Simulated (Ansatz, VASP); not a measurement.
# Two plane-wave programs on InP

```
CELL_PARAMETERS angstrom
-0.61872 2.58155 2.58155
2.58155 -0.61872 2.58155
2.58155 2.58155 -0.61872
ATOMIC_POSITIONS crystal
In 0.00000 0.00000 0.00000
P 0.50000 0.50000 0.50000
```

Alike in both runs: task single point; functional r2SCAN; k mesh 16 × 16 × 16; occupations gaussian, width 0.15 eV; no spin polarisation.

|  | VASP | Ansatz |
| --- | --- | --- |
| version | VASP 6.6.1 | Ansatz 0.2.0 |
| potentials or method | VASP PAW PBE potentials, release 64 (In_d, P) | scalar-relativistic, plane waves, PAW |
| plane-wave cutoff (eV) | 520 | 500 |
| valence electrons in the cell | 18 | 18 |

```csv
,VASP,Ansatz,Ansatz less VASP
gap on the k mesh at the Fermi level (eV),none,none,-
pressure (GPa),-6.6,-6.6,-0.01
largest component of the traceless stress (GPa),4.79,4.80,+0.002
```

A gap of «none» marks a metal or a gap that the smearing closes. The functional is the same, so the differences come from potentials, cutoffs and numerics.

Caveats: the PAW data sets were made with another functional, which shifts forces and pressure a little (VASP).
